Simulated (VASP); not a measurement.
# Tl (P6_3/mmc) in VASP: further runs, part 2 of 2

VASP 6.6.1. The steps go on from the part before.

## 3. Single point, PBEsol

INCAR

```
PREC = Accurate ; ENCUT = 450
EDIFF = 1E-6 ; ISMEAR = 1
SIGMA = 0.1 ; LREAL = Auto
LASPH = True ; NELM = 100
ALGO = Normal ; ISIF = 2
LWAVE = False ; LCHARG = False
GGA = PS ; NBANDS = 20
ADDGRID = False
```

KPOINTS

```
regular mesh
0
Gamma
  6 6 4
```

POSCAR

```
Tl
1.0
    3.4560000000      0.0000000000      0.0000000000
   -1.7280000000      2.9929837955      0.0000000000
    0.0000000000      0.0000000000      5.5250000000
Tl
2
Direct
    0.6666666667      0.3333333333      0.7500000000
    0.3333333333      0.6666666667      0.2500000000
```

Potentials or basis: VASP PAW PBE potentials, release 64 (Tl_d).

Launch:

```console
cat potpaw_PBE.64/Tl_d/POTCAR > POTCAR
mpirun -np 1 vasp_std > vasp.out
```

OUTCAR:

```text
PREC = Accurate
   ENCUT = 450
   EDIFF = 1E-6
   ISMEAR = 1
   LREAL = Auto
   LASPH = True
   NELM = 100
   ISIF = 2
   GGA = PS

 Found     21 irreducible k-points:

 Following reciprocal coordinates:
            Coordinates               Weight
  0.000000  0.000000  0.000000      1.000000
  0.166667  0.000000  0.000000      6.000000
  0.333333  0.000000  0.000000      6.000000
  0.500000  0.000000  0.000000      3.000000
  0.166667  0.166667  0.000000      6.000000
  0.333333  0.166667  0.000000     12.000000
   k-points           NKPTS =     21   k-points in BZ     NKDIM =     21   number of bands    NBANDS=     20
   number of dos      NEDOS =    301   number of ions     NIONS =      2
   total plane-waves  NPLWV =  23040
   dimension x,y,z NGX =    24 NGY =   24 NGZ =   40
   dimension x,y,z NGXF=    48 NGYF=   48 NGZF=   80
   ions per type =               2
   NGX,Y,Z   is equivalent  to a cutoff of  11.54, 11.54, 12.04 a.u.
   NGXF,Y,Z  is equivalent  to a cutoff of  23.09, 23.09, 24.07 a.u.
 SYSTEM =  unknown system
   PREC   = accura    normal or accurate (medium, high low for compatibility)
   ISTART =      0    job   : 0-new  1-cont  2-samecut
   ICHARG =      2    charge: 1-file 2-atom 10-const
   ISPIN  =      1    spin polarized calculation?
   LNONCOLLINEAR =      F non collinear calculations
   LSORBIT =      F    spin-orbit coupling
   LASPH  =      T    aspherical Exc in radial PAW
   ENCUT  =  450.0 eV  33.07 Ry    5.75 a.u.   5.98  5.98  9.56*2*pi/ulx,y,z
   NELM   =    100;   NELMIN=  2; NELMDL= -5     # of ELM steps
   EDIFF  = 0.1E-05   stopping-criterion for ELM
   LREAL  =      T    real-space projection
   EDIFFG = 0.1E-04   stopping-criterion for IOM
   NSW    =      0    number of steps for IOM
   IBRION =     -1    ionic relax: 0-MD 1-quasi-New 2-CG
   NFREE  =      0    steps in history (QN), initial steepest desc. (CG)
   ISIF   =      2    stress and relaxation
   ISYM   =      2    0-nonsym 1-usesym 2-fastsym
   POTIM  = 0.5000    time-step for ionic-motion
   TEBEG  =    0.0;   TEEND  =   0.0 temperature during run
   PSTRESS=    0.0 pullay stress
   NELECT =      26.0000    total number of electrons
   NUPDOWN=      -1.0000    fix difference up-down
   EMIN   =  10.00;   EMAX   =-10.00  energy-range for DOS
   EFERMI =   0.00;   METHOD = LEGACY
   ISMEAR =     1;   SIGMA  =   0.10  broadening in eV -4-tet -1-fermi 0-gaus
   EFERMI_NEDOS =   21; number of points for ismear=-14 and -15
   IALGO  =     38    algorithm
   IMIX   =      4    mixing-type and parameters
     AMIX     =   0.40;   BMIX     =  1.00
     AMIX_MAG =   1.60;   BMIX_MAG =  1.00
  volume/ion in A,a.u.               =      28.57       192.83
  Fermi-wavevector in a.u.,A,eV,Ry     =   1.259107  2.379366 21.569987  1.585349
  Thomas-Fermi vector in A             =   2.392683
   LORBIT       =      0    0 simple, 1 ext, 2 COOP (PROOUT), +10 PAW based schemes
   GGA     = PS    functional components
   LHFCALC =     F    Hartree Fock is set to
   AEXX    =    0.0000 exact exchange contribution
   IVDW    =     0    specifies the selected vdW correction
   LEPSILON=     F    determine dielectric tensor
   LRPA    =     F    only Hartree local field effects (RPA)
 non-spin polarized calculation
 Methfessel and Paxton  Order N= 1 SIGMA  =   0.10
  energy-cutoff  :      450.00
  volume of cell :       57.15
 maximum number of plane-waves:      1254
 NGX is ok and might be reduce to    24
   NGX = 11   NGY = 11   NGZ = 19

 number of electron      25.9999996 magnetization

 Free energy of the ion-electron system (eV)
  ---------------------------------------------------
  ext. energy  EPLUGINS =         0.00000000
  ---------------------------------------------------
  free energy    TOTEN  =        -5.23440019 eV

  energy without entropy =       -5.23271163  energy(sigma->0) =       -5.23383734

 E-fermi :   6.4271     XC(G=0): -10.3717

 val. band max:        6.3717326100   @ k =   0.1667   0.0000   0.2500
 cond. band min:       6.4377917505   @ k =   0.3333   0.3333   0.2500
 fundamental gap:      0.0660591405
 Fermi energy:         6.4270647295

 k-point     1 :       0.0000    0.0000    0.0000
  band No.  band energies     occupation
      1      -5.3570      2.00000
      2      -5.1195      2.00000
      3      -5.1080      2.00000
      4      -5.1080      2.00000
      5      -5.0538      2.00000
      6      -5.0538      2.00000
      7      -4.9839      2.00000
      8      -4.9839      2.00000
      9      -4.6434      2.00000
     10      -4.6434      2.00000
     11      -3.6824      2.00000
     12       1.2737      2.00000
     13       3.5210      2.00000
     14      14.3631      0.00000
     15      14.3631      0.00000
     16      16.4457      0.00000
     17      16.4457      0.00000
     18      16.6484      0.00000
     19      17.1967      0.00000
     20      17.3052      0.00000

 k-point     2 :       0.1667    0.0000    0.0000
  band No.  band energies     occupation
      1      -5.3096      2.00000
      2      -5.1660      2.00000
      3      -5.0729      2.00000
      4      -5.0537      2.00000
      5      -5.0329      2.00000
      6      -4.9953      2.00000
      7      -4.9920      2.00000
      8      -4.9482      2.00000
      9      -4.7440      2.00000
     10      -4.6246      2.00000
     11      -3.1457      2.00000
     12       1.6087      2.00000
     13       4.1906      2.00000
     14      10.4885      0.00000
     15      12.6981      0.00000
     16      13.8517      0.00000
     17      16.1490      0.00000
     18      16.2074      0.00000
     19      16.7546      0.00000
     20      18.2229      0.00000

 k-point     3 :       0.3333    0.0000    0.0000
  band No.  band energies     occupation
      1      -5.4163      2.00000
      2      -5.2272      2.00000
      3      -5.2017      2.00000
      4      -5.1175      2.00000
      5      -4.9786      2.00000
      6      -4.8814      2.00000
      7      -4.7907      2.00000
      8      -4.7644      2.00000
      9      -4.7224      2.00000
     10      -4.6001      2.00000
     11      -1.5078      2.00000
     12       2.5049      2.00000
     13       5.9637      2.00000
     14       6.2359      2.02106
     15       9.7789      0.00000
     16      10.9224      0.00000
     17      12.5650      0.00000
     18      14.8703      0.00000
     19      15.3049      0.00000
     20      16.7077      0.00000

 k-point     4 :       0.5000    0.0000    0.0000
  band No.  band energies     occupation
      1      -5.4801      2.00000
      2      -5.3220      2.00000
      3      -5.2515      2.00000
      4      -5.1556      2.00000
      5      -4.9300      2.00000
      6      -4.9139      2.00000
      7      -4.6782      2.00000
      8      -4.6474      2.00000
      9      -4.6001      2.00000
     10      -4.5918      2.00000
     11       0.5981      2.00000
     12       1.6783      2.00000
     13       5.6744      2.00000
     14       6.8764     -0.00000
     15       7.7190     -0.00000
     16      10.1748      0.00000
     17      10.2488      0.00000
     18      14.5523      0.00000
     19      14.6027      0.00000
     20      16.1659      0.00000

 k-point     5 :       0.1667    0.1667    0.0000
  band No.  band energies     occupation
      1      -5.2495      2.00000
      2      -5.2407      2.00000
      3      -5.1781      2.00000
      4      -5.0985      2.00000
      5      -5.0038      2.00000
      6      -4.9197      2.00000
      7      -4.8583      2.00000
      8      -4.8441      2.00000
      9      -4.7621      2.00000
     10      -4.6166      2.00000
     11      -2.0485      2.00000
     12       2.2647      2.00000
     13       5.4168      2.00000
     14       8.1092     -0.00000
     15       8.9289      0.00000
     16      12.5484      0.00000
     17      13.6093      0.00000
     18      14.0285      0.00000
     19      15.6869      0.00000
     20      17.7465      0.00000

 k-point     6 :       0.3333    0.1667    0.0000
  band No.  band energies     occupation
      1      -5.3386      2.00000
      2      -5.3262      2.00000
      3      -5.1618      2.00000
      4      -5.1210      2.00000
      5      -4.9398      2.00000
      6      -4.9312      2.00000
      7      -4.8234      2.00000
      8      -4.7185      2.00000
      9      -4.6159      2.00000
     10      -4.6150      2.00000
     11       0.0102      2.00000
     12       2.5581      2.00000
     13       5.7018      2.00000
     14       7.4270     -0.00000
     15       7.4800     -0.00000
     16       9.1704      0.00000
     17      11.0823      0.00000
     18      12.1277      0.00000
     19      14.4119      0.00000
     20      17.5523      0.00000

 [... further k-points ...]

------------------------ aborting loop because EDIFF is reached ----------------------------------------

  FORCE on cell =-STRESS in cart. coord.  units (eV):
  Direction    XX          YY          ZZ          XY          YZ          ZX
  --------------------------------------------------------------------------------------
  -------------------------------------------------------------------------------------
  Total       -0.3683912     -0.3683912      0.6778817      0.0000000      0.0000000      0.0000000
  in kB      -10.3278378    -10.3278378     19.0043986      0.0000000      0.0000000      0.0000000
  external PRESSURE =      -0.5504257 kB  Pullay stress =       0.0000000 kB

 VOLUME and BASIS-vectors are now :
 -----------------------------------------------------------------------------
  energy-cutoff  :      450.00
  volume of cell :       57.15
      direct lattice vectors                 reciprocal lattice vectors
     3.456000000  0.000000000  0.000000000     0.289351852  0.167057370  0.000000000
    -1.728000000  2.992983795  0.000000000     0.000000000  0.334114739  0.000000000
     0.000000000  0.000000000  5.525000000     0.000000000  0.000000000  0.180995475

 POSITION                                       TOTAL-FORCE (eV/Angst)
 -----------------------------------------------------------------------------------
      1.72800      0.99766      4.14375         0.000000      0.000000      0.000000
     -0.00000      1.99532      1.38125        -0.000000     -0.000000      0.000000
 -----------------------------------------------------------------------------------
    total drift:                               -0.000000      0.000000     -0.000000

  FREE ENERGIE OF THE ION-ELECTRON SYSTEM (eV)
  ---------------------------------------------------
  free  energy   TOTEN  =        -5.2344001910 eV

  energy  without entropy=       -5.2327116333  energy(sigma->0) =       -5.23383734
```

OSZICAR:

```text
N       E                     dE             d eps       ncg     rms          rms(c)
DAV:   1     0.123495669697E+03    0.12350E+03   -0.13281E+04   856   0.110E+03
DAV:   2    -0.274852643848E+01   -0.12624E+03   -0.12328E+03   932   0.258E+02
DAV:   3    -0.529586106493E+01   -0.25473E+01   -0.25401E+01   972   0.327E+01
DAV:   4    -0.531015740092E+01   -0.14296E-01   -0.14296E-01   900   0.277E+00
DAV:   5    -0.531034846489E+01   -0.19106E-03   -0.19106E-03   948   0.311E-01    0.316E+00
DAV:   6    -0.524641237606E+01    0.63936E-01   -0.10949E-01   904   0.257E+00    0.222E+00
DAV:   7    -0.523528101441E+01    0.11131E-01   -0.42270E-02   896   0.158E+00    0.844E-01
DAV:   8    -0.523439561831E+01    0.88540E-03   -0.28476E-03   896   0.404E-01    0.485E-02
DAV:   9    -0.523439798187E+01   -0.23636E-05   -0.17499E-05   928   0.356E-02    0.124E-02
DAV:  10    -0.523440009702E+01   -0.21152E-05   -0.24630E-06   728   0.136E-02    0.127E-03
DAV:  11    -0.523440019105E+01   -0.94027E-07   -0.34252E-07   476   0.466E-03
   1 F= -.52344002E+01 E0= -.52338373E+01  d E =-.168856E-02
```

stdout:

```text
POSCAR found type information on POSCAR Tl
 POSCAR found :  1 types and       2 ions
 scaLAPACK will be used
 -----------------------------------------------------------------------------
|                                                                             |
|                                                                             |
|     You have a (more or less) 'small supercell' and for smaller cells       |
|     it is recommended to use the reciprocal-space projection scheme!        |
|     The real-space optimization is not efficient for small cells and it     |
|     is also less accurate ...                                               |
|     Therefore, set LREAL=.FALSE. in the INCAR file.                         |
|                                                                             |
 -----------------------------------------------------------------------------

 -----------------------------------------------------------------------------
|                                                                             |
|                                                                             |
|     You enforced a specific xc type in the INCAR file but a different       |
|     I HOPE YOU KNOW WHAT YOU ARE DOING!                                     |
|                                                                             |
 -----------------------------------------------------------------------------

 LDA part: xc-table for (Slater+PW92), standard interpolation
 POSCAR, INCAR and KPOINTS ok, starting setup
 FFT: planning ... GRIDC
 FFT: planning ... GRID_SOFT
 FFT: planning ... GRID
 WAVECAR not read
 entering main loop
```

Wall time 11 s (1 thread of AMD EPYC 9R45 (Zen 5), shared host); peak memory 0.13 GiB.

These settings aren't checked as converged: the numbers below hold their error.

Results:

| Item | Value |
| --- | --- |
| Free energy | -5.2344 eV |
| Pressure | -0.1 GPa |
| Band gap on the k mesh | none (metal or under the smearing width) |

Caveat: the PAW data sets were made with another functional, which shifts forces and pressure a little.

## 4. Single point, PBEsol

INCAR

```
PREC = Accurate ; ENCUT = 450
EDIFF = 0.01 ; ISMEAR = 1
SIGMA = 0.1 ; LREAL = False
LASPH = True ; NELM = 100
ALGO = Normal ; ISIF = 2
LWAVE = False ; LCHARG = False
GGA = PS ; NBANDS = 20
ADDGRID = False
```

KPOINTS is that of step 3.

POSCAR is that of step 3.

Launch:

```console
cat potpaw_PBE.64/Tl_d/POTCAR > POTCAR
mpirun -np 1 vasp_std > vasp.out
```

It took 5.6 s on 1 thread of AMD EPYC 9R45 (Zen 5), shared host; peak memory 0.13 GiB.

These settings aren't checked as converged: the numbers below hold their error.

Results:

* Free energy: -5.2341 eV
* Pressure: -0.1 GPa
* Band gap on the k mesh: none (metal or under the smearing width)

Caveat: the PAW data sets were made with another functional, which shifts forces and pressure a little.
